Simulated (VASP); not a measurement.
A run of VASP 6.6.1 is set up as follows.

INCAR

```
SYSTEM = InAs
PREC     = Accurate       ! precision mode
ENCUT    = 600            ! plane-wave cutoff, eV
EDIFF    = 1E-7           ! SCF threshold, eV
ISMEAR   = 0              ! smearing method
SIGMA    = 0.03           ! smearing width, eV
LREAL    = .FALSE.        ! projectors in reciprocal space
LASPH    = .TRUE.         ! aspherical terms in the spheres
NELM     = 80             ! most SCF steps
ALGO     = Normal         ! electronic algorithm
ISIF     = 3              ! what is computed and relaxed
LWAVE    = .FALSE.        ! write WAVECAR
LCHARG   = .FALSE.        ! write CHGCAR
GGA      = PS             ! functional
IBRION   = 2              ! ionic algorithm
NSW      = 90             ! ionic steps
EDIFFG   = -0.005         ! ionic threshold
```

File KPOINTS:

```
Automatic mesh
0
G
  10 10 10
  0 0 0
```

The input POSCAR:

```
InAs                                    
1.0
   -0.0000000000      3.0454540631      3.0454540631
    3.0454540631      0.0000000000      3.0454540631
    3.0454540631      3.0454540631      0.0000000000
  In              As            
     1     1
Direct
     0.0000000000000000    0.0000000000000000    0.0000000000000000
     0.2500000000000000    0.2500000000000000    0.2500000000000000
```

Potentials or basis: VASP PAW PBE potentials, release 64 (In_d, As).

The run is started by

```sh
$ cat potpaw_PBE.64/In_d/POTCAR potpaw_PBE.64/As/POTCAR > POTCAR
$ mpirun -np 1 vasp_std > vasp.out
```

Problem. Predict the band gap on the k mesh.

Solution. None (metal or under the smearing width).

Final structure:
```yaml
crystal:
  lattice:
    - [0.00000, 3.04545, 3.04545]
    - [3.04545, 0.00000, 3.04545]
    - [3.04545, 3.04545, 0.00000]
  atoms:
    - { symbol: In, position: [0.00000, 0.00000, 0.00000] }
    - { symbol: As, position: [0.25000, 0.25000, 0.25000] }
```

Caveat: the relaxation stopped at its first step, so nothing moved; this crystal is a semiconductor, whose small gap the functional closes, so the metal is an error of the method.
